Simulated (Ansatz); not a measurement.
# CoSi: the cost of one run

Method: DFT, PBE, PAW with Ansatz's default frozen-core files, scalar-relativistic, in Ansatz 0.2.0.

### 1 The structure to begin with

The structure is cubic, space group Pm-3m (No. 221). The conventional cell has a = 2.781 Å, b = 2.781 Å, c = 2.781 Å, α = 90.00°, β = 90.00°, γ = 90.00°. Around Co (site symmetry m-3m) lie 8 Si at 2.41 Å. Si (site symmetry m-3m) is surrounded by 8 Co at 2.41 Å.

As a file:

```xyz
2
Lattice="2.7813 0.0000 0.0000 0.0000 2.7813 0.0000 0.0000 0.0000 2.7813" Properties=species:S:1:pos:R:3 pbc="T T T"
Co    0.0000    0.0000    0.0000
Si    1.3907    1.3907    1.3907
```

Atoms are numbered in the order of the input: Co1, Si2.

### 2 Free moments from the typed start, PAW

input.yaml

```yaml
crystal:
  lattice:
    - [2.781334, 0.0, 0.0]
    - [0.0, 2.781334, 0.0]
    - [0.0, 0.0, 2.781334]
  atoms:
    - { symbol: Co, position: [0.0, 0.0, 0.0], spin: 2.0 }
    - { symbol: Si, position: [0.5, 0.5, 0.5] }
magnetization:
  spin_polarized: true
kpoints:
  mp_grid: { grid: [14, 14, 14] }
scf:
  occupations: { method: fermi_dirac, width: 0.03 }
  lower_state_search: "off"
hamiltonian:
  xc: pbe
  pseudopotentials: { kind: paw }
output:
  forces: true
  stress: true
  eigenvalues: true
  populations: true
```

Command:

```sh
ansatz run input.yaml --threads 1 --pin off --max-ram 3072MiB --backend cpu --events-out ev --progress --plain --runs-dir out
```

What time and memory should one allow on 1 thread of Arm Neoverse V2, shared host?

About 7.8 s, with a peak of 0.34 GiB.
